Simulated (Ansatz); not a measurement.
ZnSe (Stilleite):

```
CELL_PARAMETERS angstrom
0.00000 2.83380 2.83380
2.83380 0.00000 2.83380
2.83380 2.83380 0.00000
ATOMIC_POSITIONS crystal
Se 0.75000 0.75000 0.75000
Zn 0.00000 0.00000 0.00000
```

```yaml
Program: Ansatz 0.2.0
Task: relaxation of cell and atoms
Functional: RPBE
Potentials_or_basis: all-electron LAPW, scalar-relativistic
Basis_error_allowed: 0.001 eV/atom
k_mesh: 8 × 8 × 8
Occupations: fermi-dirac, width 0.05 eV
Spin: no spin polarisation
```

At the start: volume 22.76 Å³/atom.

Q: How do energy, volume and symmetry change on relaxing?

A: Over 5 steps the energy falls by 22.2 meV/atom and the volume is 24.49 Å³/atom (+7.6 %); space group F-43m (No. 216, to 0.05 Å).

Step by step:
```tsv
step	energy change (eV)	largest force (eV/Å)	volume (Å³)
1	0.0000	0.0000	45.51
2	-0.0407	0.0000	47.94
3	-0.0443	0.0000	48.87
4	-0.0443	0.0000	48.99
5	-0.0443	0.0000	48.99
```

Final structure:
```xyz
2
Lattice="0.0000 2.9042 2.9042 2.9042 0.0000 2.9042 2.9042 2.9042 0.0000" Properties=species:S:1:pos:R:3 pbc="T T T"
Se    4.3563    4.3563    4.3563
Zn    0.0000    0.0000    0.0000
```
